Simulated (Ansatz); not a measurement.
**LiH: energy against volume in PBE, exact exchange and the RPA**

One table from this session's results is given with a row withheld; the runs are named, their logs left out.

Program: Ansatz 0.2.0. PBE orbitals, norm-conserving pseudopotentials, plane waves. The calculation is spin-unpolarised, and the structure need not be a phase that has been made.

### The system as given

The cell was relaxed beforehand with r2SCAN; volume changes: +0 %, -5 %, +5 %, -10 %, +10 %.

It is hexagonal, P6_3/mmc (No. 194); conventional cell a = 2.782 Å, c = 4.873 Å, 8.16 Å³ an atom. Around Li lie 6 H at 2.02 Å; around H lie 6 Li at 2.02 Å.

The structure in full:

```
CELL_PARAMETERS angstrom
2.78155 0.00000 0.00000
-1.39077 2.40889 0.00000
0.00000 0.00000 4.87296
ATOMIC_POSITIONS crystal
Li 0.00000 0.00000 0.00000
Li 0.00000 0.00000 0.50000
H 0.33333 0.66667 0.25000
H 0.66667 0.33333 0.75000
```

Set-up of the first run:

Input file input.yaml:

```yaml
crystal:
  lattice:
    - [2.781548442, 0.0, 0.0]
    - [-1.390774221, 2.4088916127, 0.0]
    - [0.0, 0.0, 4.8729606992]
  atoms:
    - { symbol: Li, position: [0.0, 0.0, 0.0] }
    - { symbol: Li, position: [0.0, 0.0, 0.5] }
    - { symbol: H, position: [0.3333333333, 0.6666666667, 0.25] }
    - { symbol: H, position: [0.6666666667, 0.3333333333, 0.75] }
kpoints:
  mp_grid: { grid: [6, 6, 2] }
hamiltonian:
  xc: pbe
  pseudopotentials: { kind: nc }
scf:
  occupations: { method: fixed }
output:
  rpa_energy:
    ecut_chi_ladder: [272, 305, 338, 375, 412]
    long_wavelength: optical_limit
basis:
  ecutwfc: 1034.032677
```

Steps of the session up to this table: The unscaled cell; Volume -5 %; Volume +5 %; Volume -10 %; Volume +10 %.

One of the session's tables, all rows but one given; the rest of the session is left out.

Energies in meV/atom from the unscaled cell:

| volume (Å³/atom) | PBE | exact exchange | EXX+RPA | RPA correlation |
| --- | --- | --- | --- | --- |
| 7.346 | 10.9 | 27.5 | 6.8 | -20.8 |
| 7.755 | ? | ? | ? | ? |
| 8.163 | 0.0 | 0.0 | 0.0 | 0.0 |
| 8.571 | 1.8 | -5.4 | 2.5 | 7.9 |
| 8.979 | 7.3 | -6.5 | 9.7 | 16.2 |

**Question.** Estimate the row for volume (Å³/atom) = 7.755.

Worked estimate for «PBE». A straight line through the neighbours (7.346, 10.9) and (8.163, 0.0) gives 10.9 + (0.0 − 10.9) × (7.755 − 7.346) / (8.163 − 7.346) = 5.4; a parabola fitted to 3 rows on both sides gives 3.0.

The run gave: PBE: 2.7; exact exchange: 10.6; EXX+RPA: 0.9; RPA correlation: -9.7. In «PBE» the line misses by +2.7 and the parabola by +0.3.
